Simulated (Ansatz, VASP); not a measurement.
# Ga: VASP beside Ansatz

```
Ga
1.0
     0.00000    2.32786    2.32786
     2.32786    0.00000    2.32786
     2.32786    2.32786    0.00000
Ga
1
Direct
  0.00000 0.00000 0.00000
```

Alike in both runs: task single point; functional PBE; k mesh 16 × 16 × 16; occupations gaussian, width 0.1 eV; no spin polarisation.

|  | VASP | Ansatz |
| --- | --- | --- |
| version | VASP 6.6.1 | Ansatz 0.2.0 |
| potentials or method | VASP PAW PBE potentials, release 64 (Ga_d) | scalar-relativistic, plane waves, PAW |
| plane-wave cutoff (eV) | 520 | 420 |
| valence electrons in the cell | 13 | 13 |

|  | VASP | Ansatz | Ansatz less VASP |
| --- | --- | --- | --- |
| gap on the k mesh at the Fermi level (eV) | none | none | - |
| pressure (GPa) | -7.0 | -7.1 | -0.03 |

A gap of «none» marks a metal or a gap that the smearing closes.
